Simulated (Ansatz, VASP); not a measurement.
## One calculation of GaAs, two programs

INCAR

```
SYSTEM = GaAs
ALGO = Normal ; EDIFF = 1E-6
ENCUT = 520 ; GGA = PE
ISIF = 2 ; ISMEAR = 0
LASPH = .TRUE. ; LCHARG = .FALSE.
LREAL = .FALSE. ; LWAVE = .FALSE.
NBANDS = 16 ; NELM = 100
PREC = Accurate ; SIGMA = 0.05
```

File KPOINTS:

```
k-points
0
G
  10 10 10
  0 0 0
```

File POSCAR:

```
GaAs
1.0
    0.0000000000      2.9103258893      2.9103258893
    2.9103258893      0.0000000000      2.9103258893
    2.9103258893      2.9103258893      0.0000000000
Ga As
1 1
Direct
    0.0000000000      0.0000000000      0.0000000000
    0.7500000000      0.7500000000      0.7500000000
```

Input for Ansatz:

```yaml
crystal:
  lattice:
    - [0.0, 2.9103258893, 2.9103258893]
    - [2.9103258893, 0.0, 2.9103258893]
    - [2.9103258893, 2.9103258893, 0.0]
  atoms:
    - { symbol: Ga, position: [0.0, 0.0, 0.0] }
    - { symbol: As, position: [0.75, 0.75, 0.75] }
basis:
  ecutwfc: 420
  ecutrho_ratio: 4
kpoints:
  mp_grid: { grid: [10, 10, 10] }
hamiltonian:
  xc: pbe
scf:
  occupations: { method: gaussian, width: 0.05 }
output:
  forces: true
  stress: true
  eigenvalues: true
  write_density: true
  write_potential: true
  elf: true
  volumetric_format: npy
```

Alike in both runs: task single point; functional PBE; k mesh 10 × 10 × 10; occupations gaussian, width 0.05 eV; no spin polarisation.

```csv
,VASP,Ansatz
version,VASP 6.6.1,Ansatz 0.2.0
potentials or method,"VASP PAW PBE potentials, release 64 (Ga_d, As)","scalar-relativistic, plane waves, PAW"
plane-wave cutoff (eV),520,420
valence electrons in the cell,18,28
```

Ansatz gave:

```
gap on the k mesh at the Fermi level (eV) : none
pressure (GPa)                            : -2.1
```

Problem. What did VASP give for the same quantities?

Solution. gap on the k mesh at the Fermi level (eV): none; pressure (GPa): -2.0.

A gap of «none» marks a metal or a gap that the smearing closes. The two sets of potentials don't hold the same shells in valence.
